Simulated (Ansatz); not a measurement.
# NaF at 1.9 GPa: from Born charge to LO–TO splitting and polaron coupling

Theory: Ansatz, DFT r2SCAN+D3(BJ), scalar-relativistic, plane waves, PAW. Plane waves to 500 eV; Γ-centred k mesh 8×8×8; fixed occupations. No spin polarisation. Phonons by linear response, acoustic sum rule imposed.

The cell is fixed (symmetry leaves no force on the atoms) and stands under 1.9 GPa:
```
Na F
1.0
     0.00000    2.48080    2.48080
     2.48080    0.00000    2.48080
     2.48080    2.48080    0.00000
Na F
1 1
Direct
  0.00000 0.00000 0.00000
  0.25000 0.25000 0.25000
```

The cell is the ideal cubic zincblende prototype; this isn't the usual structure of the compound.

Linear response gives ν_TO = 330.9 cm⁻¹, Born charges ±0.963 e (positive on Na) and ε∞ = 1.676. The primitive cell holds 30.536 Å³, and the masses are 22.990 and 18.998 amu.

Q: Find ν_LO and the static dielectric constant.

A: The long-wave field adds a restoring force: ω_LO² − ω_TO² = Z*²e²/(ε_vac ε∞ μV). In these units ν_LO² − ν_TO² = 4.92064×10⁷ Z*²/(μ V ε∞) cm⁻², with μ = m₁m₂/(m₁ + m₂) = 10.402 amu: 85618 cm⁻². So ν_LO = √(330.9² + 85618) = 441.7 cm⁻¹, and the run gives 441.7. Lyddane–Sachs–Teller then gives ε0 = ε∞ (ν_LO/ν_TO)² = 2.99, against 2.99 in the run (it forms both from the same three quantities, so the match checks the arithmetic only). Between ν_TO and ν_LO the dielectric function is negative and an undamped crystal reflects fully: a reststrahlen band from 22.6 to 30.2 μm.

Q: What do the Clausius–Mossotti polarisability and the Szigeti charge come to?

A: With the Lorentz local field, α = (3V/4π)(ε∞ − 1)/(ε∞ + 2) = 1.34 Å³ for the pair, and e_S = 3Z*/(ε∞ + 2) = 0.79 e. The Born charge includes the electrons' response to the dipole's own local field, and e_S takes that enhancement out. The Lorentz field assumes point-like polarisable ions, a fair picture at this small ε∞.

Q: How strongly does a slow electron couple to the LO mode?

A: For one isotropic parabolic band, Fröhlich's constant is α_F = (1/ε∞ − 1/ε0) √(m* Ry/ħω_LO), with Ry = 13.606 eV, ħω_LO = 54.8 meV and m* in free-electron masses: α_F = 0.2618 × 15.76 × √m* = 4.13 √m*. The band mass isn't part of this run; for m* = 0.1, 0.3 and 1 it gives 1.30, 2.26, 4.13. In weak coupling the polaron lies α_F ħω_LO below the band edge (124 meV at m* = 0.3) with a mass m*(1 + α_F/6); past α_F of about 5 or 6 that expansion fails. A semilocal functional's ε∞ tends to be too large, which taken alone lowers α_F.

Cost: 1 run of about 5.5 core-minutes, on Intel Xeon Processor @ 2.50GHz (Skylake/Cascade Lake) (shared hosts).